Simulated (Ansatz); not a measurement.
Runs of Ansatz 0.2.0 on Se. The structure is trigonal, space group P3_121 (No. 152). The conventional cell has a = 4.366 Å, b = 4.366 Å, c = 4.954 Å, α = 90.00°, β = 90.00°, γ = 120.00°. Se (site symmetry 2) is surrounded by 2 Se at 2.37 Å. 

```csv
task,level,potentials or basis,spin,cell,cutoff (eV),smearing,search for lower states,basis error allowed,gap on the mesh (eV),pressure (GPa),moment (μB),largest force (eV/Å)
band structure,PBE-PBEsol,"all-electron LAPW, scalar-relativistic",off,"atoms moved at random, drawn with an rms of 0.15 Å",453,fixed,-,0.0005 eV/atom,0.31,8.8,-,3.51
projected density of states,PBEsol-PBE,"all-electron LAPW, scalar-relativistic","collinear, antiferromagnetic start",as given,326,fermi-dirac 0.01 eV,off,0.001 eV/atom,1.14,-0.4,0.00,(b)
phonons,BLYP+D4,"all-electron LAPW, scalar-relativistic",off,as given,354,fixed,-,0.001 eV/atom,1.24,-,-,0.72
single point,revPBE,all-electron PAW datasets made for the crystal,"collinear, antiferromagnetic start",cell strained at random at fixed volume,380,fermi-dirac 0.025 eV,off,-,1.04,4.2,0.00,0.64
projected density of states,revPBE,"all-electron LAPW, inner shells corrected to Dirac's equation","collinear, random start",as given,298,methfessel-paxton 0.025 eV,-,0.002 eV/atom,1.27,4.0,0.00,(a)
```

Alike in all rows: k mesh 7 × 7 × 6.

Problem. Fill in the values left out.

Solution. (a) 0.39; (b) 0.22.

Caveats: the starting moments weren't kept (some runs); the mesh misses the band edges, which the band path finds closer together (some runs); an odd mesh through Γ misses points on the zone boundary, where band edges often lie (some runs).

A k mesh can miss the band edges, and the runs leave out spin-orbit coupling on Se.

The runs don't all hold the same shells in valence.

Runs at the PBE level aren't shown here.
